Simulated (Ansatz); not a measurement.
# FeGe: strong compression

The task here is to estimate one member of a computed series from the others.

Method: DFT r²SCAN, with the methods named in each step, in Ansatz 0.2.0.

**The structure to begin with**

Symmetry: Pm-3m, No. 221, cubic system. The conventional cell has a = 2.770 Å, b = 2.770 Å, c = 2.770 Å, α = 90.00°, β = 90.00°, γ = 90.00°. Around Fe (site symmetry m-3m) lie 8 Ge at 2.40 Å. Ge (site symmetry m-3m) is surrounded by 8 Fe at 2.40 Å.

Structure file:

```cif
data_structure
_symmetry_space_group_name_H-M 'Pm-3m'
_symmetry_Int_Tables_number 221
_cell_length_a 2.7703
_cell_length_b 2.7703
_cell_length_c 2.7703
_cell_angle_alpha 90.000
_cell_angle_beta 90.000
_cell_angle_gamma 90.000
_cell_volume 21.26
loop_
_atom_site_label
_atom_site_type_symbol
_atom_site_symmetry_multiplicity
_atom_site_Wyckoff_symbol
_atom_site_fract_x
_atom_site_fract_y
_atom_site_fract_z
_atom_site_occupancy
Fe1 Fe 1 a 0.00000 0.00000 0.00000 1
Ge1 Ge 1 b 0.50000 0.50000 0.50000 1
```

The file gives the conventional cell by its symmetry; the runs use the cell typed in the input.

Whether this phase is the stable one at these pressures isn't tested.

Atoms are numbered in the order of the input: Fe1, Ge2.

The first run:

The input, input.yaml:

```yaml
crystal:
  lattice:
    - [2.770272145, 0.0, 0.0]
    - [0.0, 2.770272145, 0.0]
    - [0.0, 0.0, 2.770272145]
  atoms:
    - { symbol: Fe, position: [0.0, 0.0, 0.0], spin: 2.5 }
    - { symbol: Ge, position: [0.5, 0.5, 0.5] }
magnetization:
  spin_polarized: true
kpoints:
  mp_grid: { grid: [14, 14, 14] }
scf:
  occupations: { method: fermi_dirac, width: 0.1 }
hamiltonian:
  xc: r2scan
  pseudopotentials: { kind: paw }
output:
  forces: true
  stress: true
relax:
  f_tol: 0.005
  max_steps: 40
  cell: {}
```

Run with:

```bash
> ansatz run input.yaml --threads 1 --pin off --max-ram 3072MiB --backend cpu --events-out ev --progress --plain --runs-dir out
```

Among the steps run: Cell relaxed at zero pressure, PAW; Volume scaled by 1, PAW; Volume scaled by 0.95, PAW; Volume scaled by 0.85, PAW; Volume scaled by 0.75, PAW; Volume scaled by 0.65, PAW; Volume scaled by 0.55, PAW; Volume scaled by 0.45, PAW; Volume scaled by 0.45, PAW (partial_waves polarizable); Volume scaled by 0.4, PAW; Volume scaled by 0.4, PAW (level accurate).

One of the session's tables, all rows but one given; the rest of the session is left out.

| method | volume over the first | volume (Å³/atom) | pressure (GPa) |
| --- | --- | --- | --- |
| PAW | 1 | 11.671 | 0.02 |
| PAW | 0.95 | 11.087 | 12.07 |
| PAW | 0.85 | 9.920 | 49.13 |
| PAW | 0.75 | 8.753 | 116.84 |
| PAW | 0.65 | 7.586 | 242.55 |
| PAW | 0.55 | 6.419 | 491.87 |
| PAW | 0.45 | 5.252 | 1027.85 |
| PAW | 0.4 | 4.668 | 1521.71 |
| PAW (level accurate) | 0.4 | 4.668 | 1517.81 |
| PAW (partial_waves polarizable) | 0.45 | ? | ? |

**Question.** Estimate the row for PAW (partial_waves polarizable), 0.45.

The run gave: volume (Å³/atom): 5.252; pressure (GPa): 1027.83.

Caveats from the session: Warnings in the runs' records: seeded moment not kept, stability check not made, accurate level unavailable, written density without core change.
